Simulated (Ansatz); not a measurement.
Ti:

```
CELL_PARAMETERS angstrom
0.00000 2.03000 2.03000
2.03000 0.00000 2.03000
2.03000 2.03000 0.00000
ATOMIC_POSITIONS crystal
Ti 0.00000 0.00000 0.00000
```

This isn't the form of Ti at room conditions, which is hcp.

* Program: Ansatz 0.2.0
* Task: relaxation of cell and atoms
* Functional: RPBE
* Dispersion: D4
* Potentials or basis: Ansatz PAW
* Cutoff: 420 eV (not typed: the program's choice for these potentials)
* k mesh: 11 × 11 × 11
* Occupations: fermi-dirac, width 0.05 eV
* Spin: no spin polarisation

At the start: volume 16.73 Å³/atom.

How do energy, volume and symmetry change on relaxing?

It ends after 5 steps and the volume is 17.35 Å³/atom (+3.7 %); space group Fm-3m (No. 225, to 0.05 Å).

Step by step:
| step | energy change (eV) | largest force (eV/Å) | volume (Å³) |
| --- | --- | --- | --- |
| 1 | 0.0000 | 0.0000 | 16.73 |
| 2 | -0.0041 | 0.0000 | 17.78 |
| 3 | -0.0075 | 0.0000 | 17.37 |
| 4 | -0.0075 | 0.0000 | 17.35 |
| 5 | -0.0076 | 0.0000 | 17.35 |

Final structure:
```
Ti
1.0
     0.00000    2.05482    2.05482
     2.05482    0.00000    2.05482
     2.05482    2.05482    0.00000
Ti
1
Direct
  0.00000 0.00000 0.00000
```

Caveat: the plane-wave basis is chosen anew once the cell has moved, so the energies of steps on either side of that aren't comparable; pairwise dispersion overbinds metals, which lowers pressure and volume; the PAW data sets come from PBE, with cores solved anew for the run's functional, which leaves a small shift of forces and pressure.
